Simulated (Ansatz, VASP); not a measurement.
Given: the input of a run of Ansatz 0.2.0 on Sr.

Contents of input.yaml:

```yaml
crystal:
  lattice:
    - [0.0, 3.0624986004, 3.0624986004]
    - [3.0624986004, 0.0, 3.0624986004]
    - [3.0624986004, 3.0624986004, 0.0]
  atoms:
    - { symbol: Sr, position: [0.0, 0.0, 0.0] }
kpoints:
  mp_grid: { grid: [8, 8, 8] }
scf:
  occupations: { method: fermi_dirac, width: 0.05 }
hamiltonian:
  xc: lda
  pseudopotentials: { kind: all_electron, lapw: { basis_error: 0.001 } }
output:
  forces: true
  stress: true
  eigenvalues: true
```

Potentials or basis: all-electron LAPW, scalar-relativistic.

Command:

```bash
$ ansatz run input.yaml --threads 1 --pin off --max-ram 3072MiB --backend cpu --events-out ev --progress --plain --runs-dir out
```

**Question.** Set up the same calculation for VASP 6.6.1. Potentials there: VASP PAW LDA potentials, release 64 (Sr_sv).

**Answer.** As run (the cutoff follows the program's own potentials):

The input INCAR:

```
PREC = Accurate
ENCUT = 520
EDIFF = 1E-6
ISMEAR = -1
SIGMA = 0.05
LREAL = False
LASPH = True
NELM = 80
ALGO = Fast
ISIF = 2
LWAVE = False
LCHARG = False
NBANDS = 11
```

The input KPOINTS:

```
regular mesh
0
Gamma
  8 8 8
```

POSCAR

```
Sr
1.0
    0.0000000000      3.0624986004      3.0624986004
    3.0624986004      0.0000000000      3.0624986004
    3.0624986004      3.0624986004      0.0000000000
Sr
1
Direct
    0.0000000000      0.0000000000      0.0000000000
```

Potentials or basis: VASP PAW LDA potentials, release 64 (Sr_sv).

The run is started by

```console
$ cat potpaw_LDA.64/Sr_sv/POTCAR > POTCAR
$ mpirun -np 1 vasp_std > vasp.out
```

Both were run:

|  | VASP | Ansatz | Ansatz less VASP |
| --- | --- | --- | --- |
| gap on the k mesh at the Fermi level (eV) | none | none | - |
| pressure (GPa) | -1.8 | -1.8 | +0.01 |

A gap of «none» marks a metal or a gap that the smearing closes. Ansatz ran all-electron here, so the differences hold the error of VASP's frozen core and of both bases.
